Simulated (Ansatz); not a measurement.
The system is Bi.

```
CELL_PARAMETERS angstrom
-1.98143 1.98143 1.98143
1.98143 -1.98143 1.98143
1.98143 1.98143 -1.98143
ATOMIC_POSITIONS crystal
Bi 0.00000 0.00000 0.00000
```

This isn't the form of Bi at room conditions, which is rhombohedral.

| Item | Value |
| --- | --- |
| Program | Ansatz 0.2.0 |
| Task | single point |
| Functional | PBE |
| Potentials or basis | all-electron LAPW, scalar-relativistic |
| Cutoff | 159 eV (chosen from the basis error) |
| Basis error allowed | 0.001 eV/atom |
| k mesh | 9 × 9 × 9 |
| Occupations | fermi-dirac, width 0.05 eV |
| Spin | no spin polarisation |

On this cell: pressure 0.9 GPa; band gap on the k mesh none (metal or under the smearing width).

The same run follows on a disturbed copy (cell strained at random at fixed volume):

```
Bi
1.0
    -2.05109    1.93226    1.96372
     2.00913   -1.95414    1.94364
     2.06996    1.97301   -1.98560
Bi
1
Cartesian
  -0.0472 -0.0316 -0.0216
```

Question: What changes?

Answer: The energy (extrapolated to zero smearing) moves by +6.1 meV/atom; pressure 0.9 GPa; band gap on the k mesh none (metal or under the smearing width).

Stress tensor (GPa, compression positive):
```
 0.20 -0.11  0.42
-0.11  1.27  0.11
 0.42  0.11  1.26
```

Caveats: spin-orbit coupling is left out, which moves the levels of the heavy elements.
